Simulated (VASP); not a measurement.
# NaCl: G0W0 in imaginary time on PBE

NaCl, Pm-3m (no. 221), 2 atoms in the cell. PBE, GW; PAW potentials Cl_GW, Na_sv_GW (PBE set).

GW scheme: G0W0 low-scaling; Iterations: 1; Orbital cutoff (eV): 400; Response cutoff (eV): 100; Empty bands, in units of the plane waves under the response cutoff: 1; Frequency points: 12.

## Input

INCAR.step1:
```
SYSTEM = NaCl
  ALGO = Normal
  EDIFF = 1E-8
  ENCUT = 400
  GGA = PE
  ISMEAR = 0
  LASPH = .TRUE.
  LCHARG = .FALSE.
  LREAL = .FALSE.
  LWAVE = .TRUE.
  NELM = 150
  PREC = Accurate
  SIGMA = 0.05
```

INCAR.step2, as INCAR.step1 but for:
```
- ALGO = Normal
- NELM = 150
+ ALGO = Exact
+ ISTART = 1
+ LOPTICS = .TRUE.
+ NBANDS = 104
+ NELM = 1
```

INCAR.step3:
```
SYSTEM = NaCl
  ALGO = G0W0R
  ENCUT = 400
  ENCUTGW = 100
  GGA = PE
  ISMEAR = 0
  ISTART = 1
  LASPH = .TRUE.
  LCHARG = .FALSE.
  LFOCKSTD = .TRUE.
  LREAL = .FALSE.
  LWAVE = .FALSE.
  MAXMEM = 1800
  NBANDS = 104
  NBANDSGW = 12
  NOMEGA = 12
  PREC = Accurate
  PRECFOCK = Fast
  SIGMA = 0.05
```

KPOINTS:
```
k-points
0
Gamma
  2 2 2
```

POSCAR:
```
NaCl
1.0
    3.5021900000      0.0000000000      0.0000000000
    0.0000000000      3.5021900000      0.0000000000
    0.0000000000      0.0000000000      3.5021900000
Cl Na
1 1
Direct
    0.5000000000      0.5000000000      0.5000000000
    0.0000000000      0.0000000000      0.0000000000
```

Commands (each step's output is kept before the next begins):
```
cat potpaw_PBE.64/Cl_GW/POTCAR potpaw_PBE.64/Na_sv_GW/POTCAR > POTCAR
cp INCAR.step1 INCAR
mpirun -np 4 vasp_std > vasp.out
cp INCAR.step2 INCAR
mpirun -np 4 vasp_std > vasp.out
cp INCAR.step3 INCAR
mpirun -np 4 vasp_std > vasp.out
```

## Result

- Quasiparticle gap on the mesh (eV): 6.01
- Gap of the starting point on the mesh (eV): 3.80
- Quasiparticle gap at the zone centre (eV): 6.59
- Starting gap at the zone centre (eV): 4.31
- Correction of the gap between the band edges on the mesh (eV): 2.21
- Shift of the valence top (eV): -1.51
- Shift of the conduction bottom (eV): 0.70
- Z of the valence top at the zone centre: 0.75

Levels near the gap:

| k point | band | start (eV) | quasiparticle (eV) |
|---|---|---|---|
| 0 0 0 | 5 | -12.86 | -13.70 |
| 0 0 0 | 6 | -0.01 | -1.59 |
| 0 0 0 | 7 | -0.01 | -1.59 |
| 0 0 0 | 8 | -0.01 | -1.59 |
| 0 0 0 | 9 | 4.30 | 5.00 |
| 0 0 0 | 10 | 8.88 | 9.59 |
| 0 0 0 | 11 | 8.88 | 9.59 |
| 0 0 0 | 12 | 15.93 | 17.48 |
| 0.5 0.5 0 | 5 | -12.23 | -12.99 |
| 0.5 0.5 0 | 6 | -1.82 | -3.57 |
| 0.5 0.5 0 | 7 | -1.82 | -3.57 |
| 0.5 0.5 0 | 8 | 0.50 | -1.01 |
| 0.5 0.5 0 | 9 | 5.81 | 6.47 |
| 0.5 0.5 0 | 10 | 10.19 | 11.09 |
| 0.5 0.5 0 | 11 | 11.38 | 12.09 |
| 0.5 0.5 0 | 12 | 11.38 | 12.09 |

Limits: the mesh is coarse: neither the gap nor the screening is converged.

VASP 6.6.1 took 57 s on 4 cores (Intel Xeon Platinum 8259CL @ 2.50GHz (Skylake/Cascade Lake)), a shared host.
